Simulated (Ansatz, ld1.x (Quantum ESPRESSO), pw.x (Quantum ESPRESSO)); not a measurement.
# Equation-of-state test of one PAW potential (Tc (Z = 43))

ld1.x (Quantum ESPRESSO) 7.5 input, shortened:

```
&input
   title='Tc', zed=43., rel=1, dft='PBE', iswitch=3,
   config='[Kr] 4d5 5s0 5p0'
 /
 &inputp
   pseudotype=3, lpaw=.true., tm=.true., lloc=-1, rcloc=2.20,
   nlcc=.false.,
   which_augfun='BESSEL', rmatch_augfun=1.80
 /
6
5S  1  0   0.00   0.00  2.15  2.60  0.0
5S  1  0   0.00   0.20  2.15  2.60  0.0
5P  2  1   0.00   0.00  3.00  3.40  0.0
5P  2  1   0.00   1.45  3.00  3.40  0.0
4D  3  2   5.00   0.00  1.80  2.35  0.0
4D  3  2   0.00  -1.30  1.80  2.35  0.0
 &test
   configts(1)='4d5 5s0 5p0'
 /
```

Crystal test: fcc Tc in pw.x 7.5, no spin, 15³ k-points, Fermi–Dirac smearing 0.01 Ry, cutoffs 40/320 Ry. The reference is all-electron LAPW (Ansatz 0.2.0) with the same functional, mesh and smearing; V0 and B0 come from Birch–Murnaghan fits to the pressures at five volumes. Errors are pseudo minus all-electron; Δ is the rms difference of the E(V) curves that follow from these fits, minima aligned, over ±6 % about the mean V0. Mesh and smearing are coarse, so the numbers serve the comparison and aren't converged zero-temperature values; the lattice is a test structure that the element need not adopt.

```tsv
V (Å³/atom)	P all-electron (GPa)	P pseudo (GPa)
13.816	16.43	12.58
14.179	7.40	2.98
14.543	-0.46	-5.32
14.907	-7.31	-12.50
15.270	-13.27	-18.69
```

All-electron: a0 = 3.873 Å (V0 = 14.52 Å³/atom), B0 = 295.3 GPa.

Pseudopotential: mean pressure error (GPa): -4.75; a0 (Å): 3.853; a0 error (%): -0.50; B0 error (%): +13.1; Δ (meV/atom): 14.6. The largest radius (3.40 bohr) exceeds half the bond length (2.59 bohr), so the spheres overlap, which is one possible source of error among others. This is a poor potential for the solid.

Q: At the middle volume, how do free energy and pressure move when the wave cutoff is lowered (ecutrho held at 320 Ry)?

A:

| cutoff (Ry) | shift of F (meV/atom) | shift of P (GPa) |
| --- | --- | --- |
| 18 | +64.6 | -6.31 |
| 24 | +7.6 | +0.01 |
| 32 | +0.7 | +0.00 |

Input at the middle volume:

```
&control
  calculation='scf', prefix='x', pseudo_dir='./', outdir='./tmp', tstress=.true., disk_io='none'
/
&system
  ibrav=0, nat=1, ntyp=1, ecutwfc=40, ecutrho=320, nbnd=11,
  occupations='smearing', smearing='fd', degauss=0.01
/
&electrons
  conv_thr=1e-09, mixing_beta=0.4, electron_maxstep=70
/
ATOMIC_SPECIES
Tc 1.0 Tc.UPF
CELL_PARAMETERS angstrom
  0.00000000 1.93734962 1.93734962
  1.93734962 0.00000000 1.93734962
  1.93734962 1.93734962 0.00000000
ATOMIC_POSITIONS crystal
Tc 0.0000 0.0000 0.0000
K_POINTS automatic
15 15 15 0 0 0
```

```bash
pw.x < Tc.scf.in > Tc.scf.out
```

Lines of the output:

```
Message from routine setup:
     using ibrav=0 with symmetry is DISCOURAGED, use correct ibrav instead
     lattice parameter (alat)  =       5.1775  a.u.
     unit-cell volume          =      98.1410 (a.u.)^3
     number of electrons       =         7.00
     number of Kohn-Sham states=           11
     kinetic-energy cutoff     =      40.0000  Ry
     charge density cutoff     =     320.0000  Ry
     scf convergence threshold =      1.0E-09
     Exchange-correlation= SLA  PW   PBX  PBC
     number of k points=   120  Fermi-Dirac smearing, width (Ry)=  0.0100
     iteration #  1     ecut=    40.00 Ry     beta= 0.40
     total energy              =    -272.40285049 Ry
     estimated scf accuracy    <       3.57888512 Ry
     iteration #  2     ecut=    40.00 Ry     beta= 0.40
     total energy              =    -272.42310752 Ry
     estimated scf accuracy    <       0.37201719 Ry
     iteration #  3     ecut=    40.00 Ry     beta= 0.40
     total energy              =    -272.48347615 Ry
     estimated scf accuracy    <       0.00861637 Ry
     iteration #  4     ecut=    40.00 Ry     beta= 0.40
     total energy              =    -272.48554819 Ry
     estimated scf accuracy    <       0.00037322 Ry
     iteration #  5     ecut=    40.00 Ry     beta= 0.40
     c_bands:  1 eigenvalues not converged
     total energy              =    -272.48715559 Ry
     estimated scf accuracy    <       0.00207446 Ry
     iteration #  6     ecut=    40.00 Ry     beta= 0.40
     total energy              =    -272.48732426 Ry
     estimated scf accuracy    <       0.00003071 Ry
     iteration #  7     ecut=    40.00 Ry     beta= 0.40
     total energy              =    -272.48732687 Ry
     estimated scf accuracy    <       0.00000045 Ry
     iteration #  8     ecut=    40.00 Ry     beta= 0.40
     total energy              =    -272.48732720 Ry
     estimated scf accuracy    <       0.00000003 Ry
     iteration #  9     ecut=    40.00 Ry     beta= 0.40
     the Fermi energy is    15.8115 ev
!    total energy              =    -272.48732720 Ry
     estimated scf accuracy    <          2.0E-10 Ry
     smearing contrib. (-TS)   =      -0.00467136 Ry
     convergence has been achieved in   9 iterations
          total   stress  (Ry/bohr**3)                   (kbar)     P=      -53.22
     Message from routine punch:
     Nothing written, as per user request (disk_io='none')
```

The run at the middle volume (120 k-points, 9 iterations) took about 10 s on one core of a shared host (Neoverse-V2, 96 threads, 742 GiB, load 51).
